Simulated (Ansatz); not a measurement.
Sb: pressure and energy change per atom as volume scale varies

Results calculated with Ansatz 0.2.0, not measured. Plane-wave DFT, scalar-relativistic PAW made under PBE with cores redone for the functional, no dispersion; the given relaxed cell is scaled uniformly, energy at zero smearing counts from the unscaled cell, pressure at the given Fermi-Dirac smearing is positive in compression.

The cell before it is scaled or strained (space group Fm-3m, No. 225):
```
CELL_PARAMETERS angstrom
0.00000 2.40710 2.40710
2.40710 0.00000 2.40710
2.40710 2.40710 0.00000
ATOMIC_POSITIONS crystal
Sb 0.00000 0.00000 0.00000
```

Settings of every row: spin polarised no; functional revPBE; wave cutoff 420 eV; smearing width 0.1 eV; k mesh 13x13x13.

Atom starting moment: 0 on all atoms.

Limits: the cell comes from a prototype or a list of computed structures and needn't be the stable phase.

| row | volume scale | V (Å³/atom) | pressure (GPa) | energy change per atom (meV) |
| --- | --- | --- | --- | --- |
| 1 | 0.88 | 24.547 | ? | ? |
| 2 | 0.92 | 25.663 | 5.69 | 37.09 |
| 3 | 0.96 | 26.778 | 2.62 | 8.98 |
| 4 | 1.04 | 29.01 | -1.85 | 6.67 |
| 5 | 1.08 | 30.126 | -3.44 | 25.94 |
| 6 | 1.12 | 31.241 | -4.69 | 55.07 |

Question: what pressure and energy change per atom should row 1 give?

Worked fit of pressure. Take u = (V_r/V)^(2/3) − 1 with V_r = 29.01 Å³ an atom, which is twice the finite (Eulerian) strain; such expansions in the strain, on which the Birch-Murnaghan equation of state is built, carry the rest volume and the bulk modulus. The shown rows have u = 0.08516, 0.05482, 0, -0.02485, -0.04819. Least squares give pressure = −1.854 + 69.528 × u + 223.18 × u² GPa; a straight line predicts inner rows, each left out in turn, worse (root mean square 0.44 against 0.011 GPa). The rows lie off it by 0.00, -0.01, 0.00, 0.00, 0.00. The pressure vanishes at u = 0.0247, or V = 27.97 Å³ an atom, and there the bulk modulus at fixed shape and fractions is B = −V dP/dV = (2/3)(1 + u) dP/du = 55 GPa. The withheld row has u = 0.11781, so the fit gives −1.854 + 69.528 × (0.11781) + 223.18 × (0.11781)² = 9.43 GPa.

The calculation gave 9.55 GPa. The fit lies 0.12 GPa (1.3 % of the value, 0.84 % of the column's range) below it; its largest miss of a shown row is 0.01 GPa. This row lies beyond the range of the fit.

Worked fit of energy change per atom. Take u = (V_r/V)^(2/3) − 1 with V_r = 29.01 Å³ an atom, which is twice the finite (Eulerian) strain; such expansions in the strain, on which the Birch-Murnaghan equation of state is built, carry the rest volume and the bulk modulus. The shown rows have u = 0.08516, 0.05482, 0, -0.02485, -0.04819. Least squares give energy change per atom = 6.646 − 514.675 × u + 10227.38 × u² meV; a straight line predicts inner rows, each left out in turn, worse (root mean square 20 against 0.26 meV). The rows lie off it by 0.10, -0.19, 0.02, 0.19, -0.13 (root mean square 0.14 meV). Its lowest point lies at u = 0.0252, or V = 27.95 Å³ an atom, and the curvature there gives the bulk modulus at fixed shape and fractions, B = (4/9)(1 + u)² E″(u)/V = 54.8 GPa. The withheld row has u = 0.11781, so the fit gives 6.646 − 514.675 × (0.11781) + 10227.38 × (0.11781)² = 87.96 meV.

The calculation gave 88.91 meV. The fit lies 0.95 meV (1.1 % of the value, 1.2 % of the column's range) below it; its largest miss of a shown row is 0.19 meV. This row lies beyond the range of the fit.
